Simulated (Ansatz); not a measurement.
**Equation of state of BN**

```
CELL_PARAMETERS angstrom
0.00000 1.81235 1.81235
1.81235 0.00000 1.81235
1.81235 1.81235 0.00000
ATOMIC_POSITIONS crystal
B 0.00000 0.00000 0.00000
N 0.25000 0.25000 0.25000
```

Conventional cell: a = 3.625 Å, b = 3.625 Å, c = 3.625 Å, α = 90.00°, β = 90.00°, γ = 90.00°. B (atom 1) has 4 N at 1.57 Å as nearest neighbours. Around N (atom 2) lie 4 B at 1.57 Å.

The cell was built from the zincblende type and relaxed in the same program, and has space group F-43m; it needn't be a known or the stable phase.

Levels of theory: DFT, PBE, all-electron LAPW, scalar-relativistic (Ansatz 0.2.0); DFT, PBE, PAW with Ansatz's default frozen-core files, scalar-relativistic (Ansatz 0.2.0).

For LAPW: a Γ-centred 16×16×16 k mesh, Fermi–Dirac smearing of 0.03 eV, basis error target 0.25 meV/atom, no spin polarisation. PAW takes a cutoff of 420 eV at this cell. The Ansatz runs share mesh, smearing and spin set-up. Plane-wave (PAW) pressures include the program's estimate of the Pulay term.

The cell above is scaled evenly, with fractional coordinates and shape held.

Estimate the equilibrium volume and bulk modulus that all-electron LAPW gives for this fixed shape.

V0 = 5.95 Å³/atom, B0 = 372 GPa, B0′ = 3.7, from a third-order Birch–Murnaghan fit to these pressures:
```
V/V(cell)  V (Å³/atom)  P, LAPW (GPa)  P, PAW (GPa)  gap on the k mesh, LAPW (eV)  free energy over the lowest listed, PAW (meV/atom)
   0.9600        5.715          16.35         16.33                          4.50                                                11.8
   0.9800        5.834           7.78          7.78                          4.48                                                 2.9
   1.0000        5.953          -0.01         -0.01                          4.46                                                 0.0
   1.0200        6.072          -7.11         -7.09                          4.44                                                 2.6
   1.0400        6.191         -13.58        -13.55                          4.41                                                10.4
```

PAW's V0 lies 0.00 % from the all-electron value and its B0 -0.2 %. Symmetry fixes shape and coordinates here, so this is the relaxed modulus.
